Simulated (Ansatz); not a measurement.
**LiF (Pm-3m), a vibration from a frozen displacement**

Method: DFT r2SCAN, scalar-relativistic, plane waves, PAW (Ansatz). Cutoff 500 eV, Γ-centred 10×10×10 k-points, Gaussian smearing of 0.05 eV. No spin polarisation. Energies are free energies at this smearing, counted from the undisturbed cell; pressure is positive in compression.

The undisturbed cell (as given, not relaxed at this level; it stands at -3.5 GPa; this CsCl-type form isn't the usual structure):

```xyz
2
Lattice="2.5595 0.0000 0.0000 0.0000 2.5595 0.0000 0.0000 0.0000 2.5595" Properties=species:S:1:pos:R:3 pbc="T T T"
Li    0.0000    0.0000    0.0000
F     1.2798    1.2798    1.2798
```

Every F atom is moved by x along the Cartesian unit vector (0.000, 0.000, 1.000); the cell and all other atoms stay fixed. The cell's volume is 16.77 Å³; the moved atoms weigh 18.998 u together and the others 6.940 u. Some rows repeat others by symmetry and weren't run.

| x (Å) | ΔE (meV/cell) | total force on the moved atoms along the move (eV/Å) | pressure (GPa) |
| --- | --- | --- | --- |
| -0.3000 | -16.97 | -0.0933 | -1.5424 |
| -0.2625 | -13.54 | -0.0896 | -1.9930 |
| -0.2250 | -10.30 | -0.0828 | -2.3893 |
| -0.1875 | -7.37 | -0.0733 | -2.7288 |
| -0.1500 | -4.83 | -0.0615 | -3.0095 |
| -0.1125 | -2.77 | -0.0480 | -3.2295 |
| -0.0750 | -1.25 | -0.0330 | -3.3879 |
| -0.0375 | -0.31 | -0.0168 | -3.4833 |
| 0.0000 | 0.00 | 0.0000 | -3.5152 |
| 0.0375 | -0.31 | 0.0168 | -3.4833 |
| 0.0750 | -1.25 | 0.0330 | -3.3879 |
| 0.1125 | -2.77 | 0.0480 | -3.2295 |
| 0.1500 | -4.83 | 0.0615 | -3.0095 |
| 0.1875 | -7.37 | 0.0733 | -2.7288 |
| 0.2250 | -10.30 | 0.0828 | -2.3893 |
| 0.2625 | -13.54 | 0.0896 | -1.9930 |
| 0.3000 | -16.97 | 0.0933 | -1.5424 |

**Question.** What frequency belongs to this motion?

**Answer.** The force constant is k = −dF/dx = -0.448 eV/Å², from the parabola through x = -0.0375, 0 and 0.0375. In every cell the moved atoms swing against the rest, so the mass is μ = m₁m₂/(m₁ + m₂) = 5.083 u, and ν̃ = 521.5 cm⁻¹ × √(|k|/μ) = 155i cm⁻¹, at this cell's pressure of -3.5 GPa. To first order in x, and within 1 %, the force on every atom lies along the move and, within each of the two groups, in proportion to the atom's mass, so this is itself a mode at the zone centre of this cell, taken without macroscopic field (the transverse frequency in a polar insulator).

**Question.** Where does the displacement stop?

**Answer.** Not within the scan: the energy still falls at its end, so along this line the minimum lies further out.